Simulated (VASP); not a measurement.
# CaS (Oldhamite) (Fm-3m) in VASP: notebook, part 2 of 2

VASP 6.6.1.

## 4. Equation of state, PBEsol, 22.52 Å³/atom (volume scaled by 0.98)

INCAR

```
SYSTEM = CaS
PREC = Accurate
ENCUT = 520
EDIFF = 1E-7
ISMEAR = -1
SIGMA = 0.05
LREAL = .False.
LASPH = .True.
NELM = 100
ALGO = Normal
ISIF = 2
LWAVE = .False.
LCHARG = .False.
GGA = PS
NBANDS = 15
```

KPOINTS

```
regular mesh
0
Gamma
  8 8 8
  0 0 0
```

POSCAR

```
CaS
1.0
    0.0000000000      2.8239188882      2.8239188882
    2.8239188882      0.0000000000      2.8239188882
    2.8239188882      2.8239188882      0.0000000000
Ca S
1 1
Direct
    0.0000000000      0.0000000000      0.0000000000
    0.5000000000      0.5000000000      0.5000000000
```

Started as:

```console
cat potpaw_PBE.64/Ca_sv/POTCAR potpaw_PBE.64/S/POTCAR > POTCAR
mpirun -np 1 vasp_std > vasp.out
```

It took 18 s on 1 thread of Intel Xeon Platinum 8488C (Sapphire Rapids), shared host; peak memory 0.17 GiB.

The run converged. Its results:

```
Free energy            : -10.9164 eV
Pressure               : -0.3 GPa
Band gap on the k mesh : 2.17 eV, indirect (least direct gap 3.01 eV)
```

Caveat: the PAW data sets were made with another functional, which shifts forces and pressure a little.

## 5. Equation of state, PBEsol, 23.44 Å³/atom (volume scaled by 1.02)

INCAR is that of step 4.

KPOINTS is that of step 4.

POSCAR

```
CaS
1.0
    0.0000000000      2.8618283633      2.8618283633
    2.8618283633      0.0000000000      2.8618283633
    2.8618283633      2.8618283633      0.0000000000
Ca S
1 1
Direct
    0.0000000000      0.0000000000      0.0000000000
    0.5000000000      0.5000000000      0.5000000000
```

Started as:

```console
cat potpaw_PBE.64/Ca_sv/POTCAR potpaw_PBE.64/S/POTCAR > POTCAR
mpirun -np 1 vasp_std > vasp.out
```

Run time: 17 s. Hardware: 1 thread of Intel Xeon Platinum 8488C (Sapphire Rapids), shared host; peak memory 0.17 GiB.

Results (log left out):

| Property | Result |
| --- | --- |
| Free energy | -10.9007 eV |
| Pressure | -2.5 GPa |
| Band gap on the k mesh | 2.27 eV, indirect (least direct gap 3.08 eV) |

Caveat: the PAW data sets were made with another functional, which shifts forces and pressure a little.

## 6. Equation of state, PBEsol, 23.90 Å³/atom (volume scaled by 1.04)

INCAR is that of step 5.

KPOINTS is that of step 5.

POSCAR

```
CaS
1.0
    0.0000000000      2.8804121851      2.8804121851
    2.8804121851      0.0000000000      2.8804121851
    2.8804121851      2.8804121851      0.0000000000
Ca S
1 1
Direct
    0.0000000000      0.0000000000      0.0000000000
    0.5000000000      0.5000000000      0.5000000000
```

Potentials or basis: VASP PAW PBE potentials, release 64 (Ca_sv, S).

Started as:

```console
cat potpaw_PBE.64/Ca_sv/POTCAR potpaw_PBE.64/S/POTCAR > POTCAR
mpirun -np 1 vasp_std > vasp.out
```

Run time: 17 s. Hardware: 1 thread of Intel Xeon Platinum 8488C (Sapphire Rapids), shared host; peak memory 0.17 GiB.

Results (log left out):

| Quantity | Value |
| --- | --- |
| Free energy | -10.8839 eV |
| Pressure | -3.5 GPa |
| Band gap on the k mesh | 2.31 eV, indirect (least direct gap 3.11 eV) |

Caveat: the PAW data sets were made with another functional, which shifts forces and pressure a little.

## 7. Equation of state, PBEsol, 24.36 Å³/atom (volume scaled by 1.06)

INCAR is that of step 6.

KPOINTS is that of step 6.

POSCAR

```
CaS
1.0
    0.0000000000      2.8987592541      2.8987592541
    2.8987592541      0.0000000000      2.8987592541
    2.8987592541      2.8987592541      0.0000000000
Ca S
1 1
Direct
    0.0000000000      0.0000000000      0.0000000000
    0.5000000000      0.5000000000      0.5000000000
```

Started as:

```console
cat potpaw_PBE.64/Ca_sv/POTCAR potpaw_PBE.64/S/POTCAR > POTCAR
mpirun -np 1 vasp_std > vasp.out
```

Run time: 18 s. Hardware: 1 thread of Intel Xeon Platinum 8488C (Sapphire Rapids), shared host; peak memory 0.17 GiB.

Results (log left out):

- Free energy: -10.8619 eV
- Pressure: -4.3 GPa
- Band gap on the k mesh: 2.35 eV, indirect (least direct gap 3.13 eV)

Caveat: the PAW data sets were made with another functional, which shifts forces and pressure a little.

## 8. Equation of state, PBEsol

This step only gathers the single runs of the series.

Results:

- Equilibrium volume: 22.44 Å³/atom
- Bulk modulus: 61 GPa
- Pressure derivative of the bulk modulus: 4.1

Energy against volume, from the lowest point:
```
volume (Å³/atom)  energy (meV/atom)
          21.600               6.35
          22.060               1.21
          22.519               0.00
          22.979               2.33
          23.439               7.86
          23.898              16.25
          24.358              27.24
```

Caveat: the PAW data sets were made with another functional, which shifts forces and pressure a little.

## 9. Equation of state, PBE, 21.60 Å³/atom (volume scaled by 0.94)

INCAR

```
SYSTEM = CaS
PREC     = Accurate       ! precision mode
ENCUT    = 520            ! plane-wave cutoff, eV
EDIFF    = 1E-7           ! SCF threshold, eV
ISMEAR   = -1             ! smearing method
SIGMA    = 0.05           ! smearing width, eV
LREAL    = .FALSE.        ! projectors in reciprocal space
LASPH    = .TRUE.         ! aspherical terms in the spheres
NELM     = 80             ! most SCF steps
ALGO     = Normal         ! electronic algorithm
ISIF     = 2              ! what is computed and relaxed
LWAVE    = .FALSE.        ! write WAVECAR
LCHARG   = .FALSE.        ! write CHGCAR
GGA      = PE             ! functional
NBANDS   = 15             ! bands
```

KPOINTS

```
regular mesh
0
G
  8 8 8
  0 0 0
```

POSCAR

```
CaS
1.0
    0.0000000000      2.7849633071      2.7849633071
    2.7849633071      0.0000000000      2.7849633071
    2.7849633071      2.7849633071      0.0000000000
Ca S
1 1
Direct
    0.0000000000      0.0000000000      0.0000000000
    0.5000000000      0.5000000000      0.5000000000
```

Potentials or basis: VASP PAW PBE potentials, release 64 (Ca_sv, S).

Started as:

```console
cat potpaw_PBE.64/Ca_sv/POTCAR potpaw_PBE.64/S/POTCAR > POTCAR
mpirun -np 1 vasp_std > vasp.out
```

It took 20 s on 1 thread of Intel Xeon Platinum 8488C (Sapphire Rapids), shared host; peak memory 0.17 GiB.

Results (log left out):

```yaml
Free_energy: -10.3105 eV
Pressure: 5.2 GPa
Band_gap_on_the_k_mesh: 2.19 eV, indirect (least direct gap 3.04 eV)
```

## 10. Equation of state, PBE, 22.06 Å³/atom (volume scaled by 0.96)

INCAR

```
PREC     = Accurate       # precision mode
ENCUT    = 520            # plane-wave cutoff, eV
EDIFF    = 1E-7           # SCF threshold, eV
ISMEAR   = -1             # smearing method
SIGMA    = 0.05           # smearing width, eV
LREAL    = F              # projectors in reciprocal space
LASPH    = T              # aspherical terms in the spheres
NELM     = 60             # most SCF steps
ALGO     = Normal         # electronic algorithm
ISIF     = 2              # what is computed and relaxed
LWAVE    = F              # write WAVECAR
LCHARG   = F              # write CHGCAR
GGA      = PE             # functional
NBANDS   = 15             # bands
```

KPOINTS

```
Automatic mesh
0
Gamma
  8 8 8
```

POSCAR

```
CaS
1.0
    0.0000000000      2.8045763709      2.8045763709
    2.8045763709      0.0000000000      2.8045763709
    2.8045763709      2.8045763709      0.0000000000
Ca S
1 1
Direct
    0.0000000000      0.0000000000      0.0000000000
    0.5000000000      0.5000000000      0.5000000000
```

Started as:

```console
cat potpaw_PBE.64/Ca_sv/POTCAR potpaw_PBE.64/S/POTCAR > POTCAR
mpirun -np 1 vasp_std > vasp.out
```

Wall time 18 s (1 thread of Intel Xeon Platinum 8488C (Sapphire Rapids), shared host); peak memory 0.16 GiB.

It converged, with:

| Property | Result |
| --- | --- |
| Free energy | -10.3362 eV |
| Pressure | 3.7 GPa |
| Band gap on the k mesh | 2.25 eV, indirect (least direct gap 3.08 eV) |

## 11. Equation of state, PBE, 22.52 Å³/atom (volume scaled by 0.98)

INCAR

```
ALGO = Normal
EDIFF = 1E-7
ENCUT = 520
GGA = PE
ISIF = 2
ISMEAR = -1
LASPH = T
LCHARG = F
LREAL = F
LWAVE = F
NBANDS = 15
NELM = 80
PREC = Accurate
SIGMA = 0.05
```

KPOINTS

```
k-points
0
Gamma
  8 8 8
```

POSCAR

```
CaS
1.0
    0.0000000000      2.8239188882      2.8239188882
    2.8239188882      0.0000000000      2.8239188882
    2.8239188882      2.8239188882      0.0000000000
Ca S
1 1
Direct
    0.0000000000      0.0000000000      0.0000000000
    0.5000000000      0.5000000000      0.5000000000
```

Started as:

```console
cat potpaw_PBE.64/Ca_sv/POTCAR potpaw_PBE.64/S/POTCAR > POTCAR
mpirun -np 1 vasp_std > vasp.out
```

It took 21 s on 1 thread of Intel Xeon Platinum 8488C (Sapphire Rapids), shared host; peak memory 0.16 GiB.

It converged, with:

```yaml
Free_energy: -10.3534 eV
Pressure: 2.2 GPa
Band_gap_on_the_k_mesh: 2.30 eV, indirect (least direct gap 3.12 eV)
```

## 12. Equation of state, PBE, 23.44 Å³/atom (volume scaled by 1.02)

INCAR

```
PREC = Accurate ; ENCUT = 520
EDIFF = 1E-7 ; ISMEAR = -1
SIGMA = 0.05 ; LREAL = False
LASPH = True ; NELM = 100
ALGO = Normal ; ISIF = 2
LWAVE = False ; LCHARG = False
GGA = PE ; NBANDS = 15
```

KPOINTS

```
regular mesh
0
Gamma
  8 8 8
```

POSCAR

```
CaS
1.0
    0.0000000000      2.8618283633      2.8618283633
    2.8618283633      0.0000000000      2.8618283633
    2.8618283633      2.8618283633      0.0000000000
Ca S
1 1
Direct
    0.0000000000      0.0000000000      0.0000000000
    0.5000000000      0.5000000000      0.5000000000
```

Potentials or basis: VASP PAW PBE potentials, release 64 (Ca_sv, S).

Started as:

```console
cat potpaw_PBE.64/Ca_sv/POTCAR potpaw_PBE.64/S/POTCAR > POTCAR
mpirun -np 1 vasp_std > vasp.out
```

It took 20 s on 1 thread of Intel Xeon Platinum 8488C (Sapphire Rapids), shared host; peak memory 0.16 GiB.

The run converged. Its results:

| Item | Value |
| --- | --- |
| Free energy | -10.3652 eV |
| Pressure | -0.2 GPa |
| Band gap on the k mesh | 2.39 eV, indirect (least direct gap 3.19 eV) |

## 13. Equation of state, PBE, 23.90 Å³/atom (volume scaled by 1.04)

INCAR

```
SYSTEM = CaS
PREC = Accurate
ENCUT = 520
EDIFF = 1E-7
ISMEAR = -1
SIGMA = 0.05
LREAL = .FALSE.
LASPH = .TRUE.
NELM = 100
ALGO = Normal
ISIF = 2
LWAVE = .FALSE.
LCHARG = .FALSE.
GGA = PE
NBANDS = 15
```

KPOINTS

```
Automatic mesh
0
G
  8 8 8
  0 0 0
```

POSCAR

```
CaS
1.0
    0.0000000000      2.8804121851      2.8804121851
    2.8804121851      0.0000000000      2.8804121851
    2.8804121851      2.8804121851      0.0000000000
Ca S
1 1
Direct
    0.0000000000      0.0000000000      0.0000000000
    0.5000000000      0.5000000000      0.5000000000
```

Started as:

```console
cat potpaw_PBE.64/Ca_sv/POTCAR potpaw_PBE.64/S/POTCAR > POTCAR
mpirun -np 1 vasp_std > vasp.out
```

Run time: 20 s. Hardware: 1 thread of Intel Xeon Platinum 8488C (Sapphire Rapids), shared host; peak memory 0.17 GiB.

Results (log left out):

| Quantity | Value |
| --- | --- |
| Free energy | -10.3613 eV |
| Pressure | -1.3 GPa |
| Band gap on the k mesh | 2.43 eV, indirect (least direct gap 3.21 eV) |

## 14. Equation of state, PBE, 24.36 Å³/atom (volume scaled by 1.06)

INCAR

```
SYSTEM = CaS
  PREC = Accurate
  ENCUT = 520
  EDIFF = 1E-7
  ISMEAR = -1
  SIGMA = 0.05
  LREAL = .False.
  LASPH = .True.
  NELM = 60
  ALGO = Normal
  ISIF = 2
  LWAVE = .False.
  LCHARG = .False.
  GGA = PE
  NBANDS = 15
```

KPOINTS

```
regular mesh
0
Gamma
  8 8 8
  0 0 0
```

POSCAR

```
CaS
1.0
    0.0000000000      2.8987592541      2.8987592541
    2.8987592541      0.0000000000      2.8987592541
    2.8987592541      2.8987592541      0.0000000000
Ca S
1 1
Direct
    0.0000000000      0.0000000000      0.0000000000
    0.5000000000      0.5000000000      0.5000000000
```

Started as:

```console
cat potpaw_PBE.64/Ca_sv/POTCAR potpaw_PBE.64/S/POTCAR > POTCAR
mpirun -np 1 vasp_std > vasp.out
```

It took 22 s on 1 thread of Intel Xeon Platinum 8488C (Sapphire Rapids), shared host; peak memory 0.17 GiB.

It converged, with:

```yaml
Free_energy: -10.3516 eV
Pressure: -2.2 GPa
Band_gap_on_the_k_mesh: 2.47 eV, indirect (least direct gap 3.24 eV)
```

## 15. Equation of state, PBE

Potentials or basis: VASP PAW PBE potentials, release 64 (Ca_sv, S).

This step only gathers the single runs of the series.

What came out:

```
Equilibrium volume                      : 23.38 Å³/atom
Bulk modulus                            : 57 GPa
Pressure derivative of the bulk modulus : 4.1
```

Energy against volume, from the lowest point:
| volume (Å³/atom) | energy (meV/atom) |
| --- | --- |
| 21.600 | 27.35 |
| 22.060 | 14.50 |
| 22.519 | 5.92 |
| 22.979 | 1.20 |
| 23.439 | 0.00 |
| 23.898 | 1.96 |
| 24.358 | 6.78 |

PBE usually gives volumes a little too large and moduli too small. Zero-point motion and thermal expansion aren't in these numbers.
